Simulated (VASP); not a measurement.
SiNi2:

```
CELL_PARAMETERS angstrom
3.83600 0.00000 0.00000
-1.91800 3.32207 0.00000
0.00000 0.00000 4.94800
ATOMIC_POSITIONS crystal
Ni 0.66667 0.33333 0.75000
Ni 0.33333 0.66667 0.25000
Ni 0.00000 0.00000 0.50000
Ni 0.00000 0.00000 0.00000
Si 0.66667 0.33333 0.25000
Si 0.33333 0.66667 0.75000
```

* Program: VASP 6.6.1
* Task: relaxation of cell and atoms
* Functional: PBEsol
* Dispersion: D3(BJ)
* Potentials or basis: VASP PAW PBE potentials, release 64 (Ni, Si)
* Cutoff: 600 eV
* k mesh: 6 × 6 × 5
* Occupations: fermi-dirac, width 0.05 eV
* Spin: collinear spin, ferromagnetic start
* Starting moments: [1.0, 1.0, 1.0, 1.0, 0.0, 0.0] μB

At the start: pressure -3.9 GPa; volume 10.51 Å³/atom.

Task: Where does the relaxation end?

Result: Over 5 steps the energy falls by 4.8 meV/atom and the volume is 10.30 Å³/atom (-2.0 %); space group P6_3/mmc (No. 194, to 0.05 Å); moment 0.00 μB per cell.

The path:
| step | energy change (eV) | largest force (eV/Å) | pressure (GPa) | volume (Å³) |
| --- | --- | --- | --- | --- |
| 1 | 0.0000 | 0.0000 | -3.95 | 63.05 |
| 2 | -0.0118 | 0.0000 | 4.76 | 60.72 |
| 3 | -0.0243 | 0.0000 | 0.97 | 61.66 |
| 4 | -0.0285 | 0.0000 | -0.05 | 61.83 |
| 5 | -0.0287 | 0.0000 | -0.06 | 61.81 |

Final structure:
```cif
data_structure
_symmetry_space_group_name_H-M 'P 1'
_symmetry_Int_Tables_number 1
_cell_length_a 3.8348
_cell_length_b 3.8348
_cell_length_c 4.8532
_cell_angle_alpha 90.000
_cell_angle_beta 90.000
_cell_angle_gamma 120.000
_cell_volume 61.81
loop_
_atom_site_label
_atom_site_type_symbol
_atom_site_fract_x
_atom_site_fract_y
_atom_site_fract_z
_atom_site_occupancy
Ni1 Ni 0.66667 0.33333 0.75000 1
Ni2 Ni 0.33333 0.66667 0.25000 1
Ni3 Ni 0.00000 0.00000 0.50000 1
Ni4 Ni 0.00000 0.00000 0.00000 1
Si1 Si 0.66667 0.33333 0.25000 1
Si2 Si 0.33333 0.66667 0.75000 1
```

Caveat: the PAW data sets were made with another functional, which shifts forces and pressure a little; pairwise dispersion overbinds metals, which lowers pressure and volume.
